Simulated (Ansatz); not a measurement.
The system is CdS.

```
CELL_PARAMETERS angstrom
4.26117 0.00000 0.00000
-2.13058 3.69028 0.00000
0.00000 0.00000 5.80417
ATOMIC_POSITIONS crystal
Cd 0.00000 0.00000 0.44269
S 0.66667 0.33333 0.43431
```

Measurements of this composition are mostly on another form, of space group No. 186.

```yaml
Program: Ansatz 0.2.0
Task: relaxation of cell and atoms
Functional: HSE06
Potentials_or_basis: Ansatz PAW
Cutoff: "420 eV (not typed: the program's choice for these potentials)"
k_mesh: 4 × 4 × 3
Occupations: fermi-dirac, width 0.05 eV
Spin: no spin polarisation
```

At the start: volume 45.64 Å³/atom.

Problem. How do energy, volume and symmetry change on relaxing?

Solution. It ends after 7 steps and the volume is 45.15 Å³/atom (-1.1 %); space group P-6m2 (No. 187, to 0.05 Å).

Step by step:
| step | energy change (eV) | largest force (eV/Å) | volume (Å³) |
| --- | --- | --- | --- |
| 1 | 0.0000 | 0.0177 | 91.27 |
| 2 | -0.0056 | 0.0107 | 90.00 |
| 3 | -0.0058 | 0.0087 | 89.92 |
| 4 | -0.0059 | 0.0041 | 90.01 |
| 5 | -0.0059 | 0.0008 | 90.21 |
| 6 | -0.0059 | 0.0014 | 90.31 |
| 7 | -0.0054 | 0.0012 | 90.31 |

Final structure:
```yaml
crystal:
  lattice:
    - [4.22662, 0.00000, 0.00000]
    - [-2.11331, 3.66036, 0.00000]
    - [0.00000, 0.00000, 5.83725]
  atoms:
    - { symbol: Cd, position: [0.00000, 0.00000, 0.43804] }
    - { symbol: S, position: [0.66667, 0.33333, 0.43896] }
```

Caveat: the k mesh is coarse (spacing up to 0.43 Å⁻¹), so the values aren't converged, least of all with exact exchange; the plane-wave basis is chosen anew once the cell has moved, so the energies of steps on either side of that aren't comparable; the PAW data sets come from PBE, with cores solved anew for the run's functional, which leaves a small shift of forces and pressure.
